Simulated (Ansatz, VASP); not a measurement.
SrO in VASP and in Ansatz

```xyz
2
Lattice="0.0000 2.5316 2.5316 2.5316 0.0000 2.5316 2.5316 2.5316 0.0000" Properties=species:S:1:pos:R:3 pbc="T T T"
Sr    2.5316    2.5316    2.5316
O     0.0000    0.0000    0.0000
```

Alike in both runs: task single point; functional PBE; k mesh 9 × 9 × 9; occupations fermi-dirac, width 0.05 eV; non-collinear spin, spin-orbit coupling.

```csv
,VASP,Ansatz
version,VASP 6.6.1,Ansatz 0.2.0
potentials or method,"VASP PAW PBE potentials, release 64 (Sr_sv, O)",Ansatz PAW
plane-wave cutoff (eV),520,420
valence electrons in the cell,16,16
```

```tsv
	VASP	Ansatz	Ansatz less VASP
gap on the k mesh at the Fermi level (eV)	3.27	3.32	+0.053
least direct gap on the mesh (eV)	3.31	3.36	+0.041
pressure (GPa)	8.5	7.7	-0.71
net moment per atom (μB)	0.00	0.00	0.000
```

Caveats: odd divisions of the mesh miss points on the zone boundary, where band edges often lie, so the gap on the mesh can be too wide (Ansatz); the pressure holds a Pulay correction of +0.4 GPa for the finite cutoff (Ansatz).
